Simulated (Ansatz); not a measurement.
# WS2: the cost of one run

Method: DFT PBEsol, scalar-relativistic, plane waves, PAW, in Ansatz 0.2.0.

1 further run of the same task is left out (set aside as unsound or not needed).

## 1. The system as given

Symmetry: P-6m2, No. 187, hexagonal system. Conventional cell: a = 3.146 Å, b = 3.146 Å, c = 16.953 Å, α = 90.00°, β = 90.00°, γ = 120.00°. Around W (site symmetry -6m2) lie 6 S at 2.40 Å. S (site symmetry 3m) is surrounded by 3 W at 2.40 Å.

As a file:

```xyz
3
Lattice="3.1458 0.0000 0.0000 -1.5729 2.7243 0.0000 0.0000 0.0000 16.9534" Properties=species:S:1:pos:R:3 pbc="T T T"
W     0.0000    1.8162    0.0000
S     1.5729    0.9081   15.3865
S     1.5729    0.9081    1.5669
```

It goes back to an entry of the Materials Project, which need not be the stable form.

This cell was relaxed beforehand with the same method: volume 48.43 Å³/atom, gap on the mesh 1.94 eV.

## 2. The undisturbed cell

Input file input.yaml:

```yaml
crystal:
  lattice:
    - [3.1457762098, 0.0, 0.0]
    - [-1.5728881049, 2.7243221123, 0.0]
    - [0.0, 0.0, 16.9534209708]
  atoms:
    - { symbol: W, position: [0.3333333333, 0.6666666667, 0.0] }
    - { symbol: S, position: [0.6666666667, 0.3333333333, 0.907576148] }
    - { symbol: S, position: [0.6666666667, 0.3333333333, 0.092423852] }
basis:
  ecutwfc: 420
kpoints:
  mp_grid: { grid: [12, 12, 2] }
hamiltonian:
  xc: pbesol
scf:
  occupations: { method: gaussian, width: 0.05 }
output:
  forces: true
  stress: true
  eigenvalues: true
  write_density: true
  write_potential: true
  elf: true
  volumetric_format: npy
```

Started as:

```bash
$ ansatz run input.yaml --threads 1 --pin off --max-ram 2560MiB --backend cpu --events-out ev --progress --plain --runs-dir out
```

What time and memory should one allow on 1 thread of Arm Neoverse V2, shared host?

About 9.4 s, with a peak of 0.38 GiB.
